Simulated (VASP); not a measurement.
Wanted: the native input for a VASP 6.6.1 run.

| Item | Value |
| --- | --- |
| Task | single point |
| Functional | PBEsol |
| Potentials or basis | VASP PAW PBE potentials, release 64 (Ru_pv, Al) |
| Cutoff | 520 eV |
| k mesh | 9 × 9 × 9 |
| Occupations | fermi-dirac, width 0.05 eV |
| Spin | no spin polarisation |
| Ladder | free |
| Further INCAR settings | ALGO = Normal; EDIFF = 1e-07; NBANDS = 16 |

The structure of AlRu lies in POSCAR:

```
AlRu
1.0
    2.9916000000      0.0000000000      0.0000000000
    0.0000000000      2.9916000000      0.0000000000
    0.0000000000      0.0000000000      2.9916000000
Ru Al
1 1
Direct
    0.4970030000      0.5110170000      0.4878020000
   -0.0043240000     -0.0088300000      0.0100190000
```

The cell isn't the ideal one: atoms moved at random, drawn with an rms of 0.05 Å.

The input as run:

INCAR

```
PREC = Accurate ; ENCUT = 520
EDIFF = 1E-7 ; ISMEAR = -1
SIGMA = 0.05 ; LREAL = F
LASPH = T ; NELM = 100
ALGO = Normal ; ISIF = 2
LWAVE = F ; LCHARG = T
GGA = PS ; LELF = T
LVHAR = T ; NBANDS = 16
```

KPOINTS

```
regular mesh
0
Gamma
  9 9 9
```

Potentials or basis: VASP PAW PBE potentials, release 64 (Ru_pv, Al).

Run with:

```console
$ cat potpaw_PBE.64/Ru_pv/POTCAR potpaw_PBE.64/Al/POTCAR > POTCAR
$ mpirun -np 1 vasp_std > vasp.out
```

It gave:

The pressure is -2.7 GPa, the largest force is 0.694 eV/Å and the band gap on the k mesh is none (metal or under the smearing width).

Caveat: the PAW data sets were made with another functional, which shifts forces and pressure a little.

Run time: 110 s on 1 thread of Intel(R) Xeon(R) Platinum 8375C CPU @ 2.90GHz (Ice Lake) (shared host), peak memory 0.25 GiB.
